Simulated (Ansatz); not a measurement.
## Relaxing Tl

The calculation used DFT PBE, scalar-relativistic, plane waves, PAW in Ansatz. Cutoff 420 eV, Γ-centred k mesh, Gaussian smearing, no spin polarisation in the final step.

A relaxed cell is given with its space group left out.

```xyz
1
Lattice="-1.9877 1.9877 1.9877 1.9877 -1.9877 1.9877 1.9877 1.9877 -1.9877" Properties=species:S:1:pos:R:3 pbc="T T T"
Tl    0.0000    0.0000    0.0000
```

(1) What space group does it have?

(2) Is it a metal?

## Answers

(1) Im-3m (No. 229). Conventional cell: a = 3.975 Å. Tl is coordinated by 8 Tl at 3.44 Å and 6 Tl at 3.98 Å.

(2) Yes, bands cross the Fermi level on the 20×20×20 mesh.

The final run used a 20×20×20 mesh on its 1-atom cell and 0.10 eV smearing. Spin–orbit coupling is left out. The cell came from a trial start, so Tl may not exist in this structure.